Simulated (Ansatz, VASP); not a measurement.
## BAs in VASP and in Ansatz

```
B As
1.0
     0.00000    2.30685    2.30685
     2.30685    0.00000    2.30685
     2.30685    2.30685    0.00000
B As
1 1
Direct
  0.00000 0.00000 0.00000
  0.50000 0.50000 0.50000
```

Alike in both runs: task single point; functional PBE; k mesh 14 × 14 × 14; occupations fermi-dirac, width 0.05 eV; no spin polarisation.

```csv
,VASP,Ansatz
version,VASP 6.6.1,Ansatz 0.2.0
potentials or method,"VASP PAW PBE potentials, release 64 (B, As), cutoff 520 eV","all-electron LAPW, scalar-relativistic"
```

|  | VASP | Ansatz | Ansatz less VASP |
| --- | --- | --- | --- |
| pressure (GPa) | 0.3 | 0.2 | -0.19 |

Ansatz ran all-electron here, so the differences hold the error of VASP's frozen core and of both bases.
